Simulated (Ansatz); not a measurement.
Take a crystal in which N has been replaced by Bi on all its sites, with the cell rescaled by a rough guess (in some cases also distorted within its space group) and nothing relaxed:

```
CELL_PARAMETERS angstrom
7.75665 0.00000 0.00000
0.00000 14.34082 0.00000
0.00000 0.00000 6.06428
ATOMIC_POSITIONS crystal
Bi 0.02602 0.25000 0.63892
Bi 0.97398 0.75000 0.36108
Bi 0.47398 0.75000 0.13892
Bi 0.52602 0.25000 0.86108
```

Level of theory: DFT PBE, scalar-relativistic, plane waves, PAW (Ansatz 0.2.0).

Plane waves to 420 eV, a k mesh through Γ of 6×4×8 on the computed 4-atom cell and Gaussian smearing (0.10 eV); no spin polarisation.

(1) Will this cell want to expand or contract, and how hard?

(2) Is it a metal on this mesh?

Spin-orbit coupling is left out, which matters for the bands of heavy elements. The cell holds chains, and where no dispersion correction was added their binding is poorly described.

## Answers

(1) The pressure is -1.6 GPa (positive in compression), so the cell would contract.

(2) Yes, a band crosses the Fermi level.

This form isn't the element's structure at ambient conditions.